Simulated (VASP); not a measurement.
Here is a VASP 6.6.1 calculation.

File INCAR:

```
PREC = Accurate
ENCUT = 520
EDIFF = 1E-8
ISMEAR = -1
SIGMA = 0.01
LREAL = False
LASPH = True
NELM = 100
ALGO = Normal
ISIF = 2
LWAVE = False
LCHARG = False
GGA = PE
LEFG = True
NBANDS = 13
```

The input KPOINTS:

```
regular mesh
0
Gamma
  11 11 11
```

The input POSCAR:

```
O
1.0
    1.4233490221      0.8217709410      3.4083000000
   -1.4233490221      0.8217709410      3.4083000000
    0.0000000000     -1.6435418821      3.4083000000
O
2
Direct
    0.0606340140      0.0606340140      0.0606340140
    0.9423000000      0.9423000000      0.9423000000
```

Potentials or basis: VASP PAW PBE potentials, release 64 (O).

Run with:

```console
$ cat potpaw_PBE.64/O/POTCAR > POTCAR
$ mpirun -np 1 vasp_std > vasp.out
```

**Question.** Predict the largest force.

**Answer.** 1.470 eV/Å.

**Question.** Predict the pressure.

**Answer.** 2.4 GPa.

**Question.** Estimate the band gap on the k mesh.

**Answer.** None (metal or under the smearing width).

Stress tensor (GPa, compression positive):
```
-6.11  0.00  0.00
 0.00 -6.11  0.00
 0.00  0.00 19.34
```

Caveat: the standard files for N, O and F lose accuracy on very short bonds; spin is off for a triplet molecule; forces of over 1 eV/Å show positions far from the minimum, so gaps and moduli don't describe the material at rest.
